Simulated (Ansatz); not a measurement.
## Bi under changes of volume

One of the cells (33.614 Å³/atom); the others are scaled copies at fixed shape and fractional positions:

```xyz
2
Lattice="3.2384 0.0000 0.0000 0.0000 3.2216 0.0000 -0.0805 0.0000 6.4439" Properties=species:S:1:pos:R:3 pbc="T T T"
Bi    1.7022    0.0000    4.8302
Bi    1.4558    0.0000    1.6137
```

This isn't the form of Bi at room conditions, which is rhombohedral.

| Item | Value |
| --- | --- |
| Program | Ansatz 0.2.0 |
| Functional | r2SCAN |
| Potentials or basis | Ansatz PAW |
| Cutoff | 500 eV (not typed: the program's choice for these potentials) |
| k mesh | 8 × 8 × 4 |
| Occupations | fermi-dirac, width 0.05 eV |
| Spin | no spin polarisation |

| volume (Å³/atom) | energy over the lowest point (meV/atom) | pressure (GPa) | largest force (eV/Å) |
| --- | --- | --- | --- |
| 31.597 | 40.42 | 5.2 | 0.019 |
| 32.270 | ? | ? | ? |
| 32.942 | 9.55 | 2.3 | 0.023 |
| 33.614 | 2.40 | 1.1 | 0.026 |
| 34.286 | 0.00 | 0.1 | 0.030 |
| 34.959 | 1.85 | -0.9 | 0.034 |
| 35.631 | 7.51 | -1.8 | 0.038 |

Problem. What does the run at 32.270 Å³/atom give?

Solution. Energy over the lowest point 22.01 meV/atom; pressure 3.7 GPa; largest force 0.020 eV/Å.

Worked out: A Birch-Murnaghan fit of order 3 (a polynomial in V^(-2/3)) to the other rows has its minimum at 34.32 Å³/atom with B0 = V·E''(V) = 51 GPa and B' = 4.6 at fixed shape and positions, which overstates the stiffness. It gives 22.00 meV/atom at 32.270 Å³/atom, against the run's 22.01, and -dE/dV = 3.6 GPa, against 3.7.

Energies are extrapolated to zero smearing.

Caveats: the PAW data sets come from PBE, with cores solved anew for the run's functional, which leaves a small shift of forces and pressure.
